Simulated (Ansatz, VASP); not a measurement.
# One calculation of AlN, two programs

```xyz
4
Lattice="3.1130 0.0000 0.0000 -1.5565 2.6959 0.0000 0.0000 0.0000 4.9810" Properties=species:S:1:pos:R:3 pbc="T T T"
Al    1.5565    0.8986    2.4905
Al    0.0000    1.7973    0.0000
N     1.5565    0.8986    4.3833
N     0.0000    1.7973    1.8928
```

Alike in both runs: task relaxation of cell and atoms; functional PBEsol; dispersion D3(BJ); k mesh 10 × 10 × 6; occupations fermi-dirac, width 0.05 eV; no spin polarisation.

|  | VASP | Ansatz |
| --- | --- | --- |
| version | VASP 6.6.1 | Ansatz 0.2.0 |
| potentials or method | VASP PAW PBE potentials, release 64 (Al, N) | Ansatz PAW |
| plane-wave cutoff (eV) | 600 | 420 |
| valence electrons in the cell | 16 | 16 |

|  | VASP | Ansatz | Ansatz less VASP |
| --- | --- | --- | --- |
| gap on the k mesh at the Fermi level, each at its own relaxed structure (eV) | 4.26 | 4.24 | -0.022 |
| relaxed volume (Å³/atom) | 10.27 | 10.28 | +0.007 |
| relaxed cell length with the largest relative difference (Å) | 4.948 | 4.950 | +0.0018 |
| energy change over the relaxation (meV/atom) | -2 | -2 | +0.2 |

Caveats: the PAW data sets were made with another functional, which shifts forces and pressure a little (VASP); the plane-wave basis is chosen anew once the cell has moved, so the energies of steps on either side of that aren't comparable (Ansatz); the pressure holds a Pulay correction of +0.5 GPa for the finite cutoff (Ansatz); the PAW data sets come from PBE, with cores solved anew for the run's functional, which leaves a small shift of forces and pressure (Ansatz). A k mesh can miss the band edges.
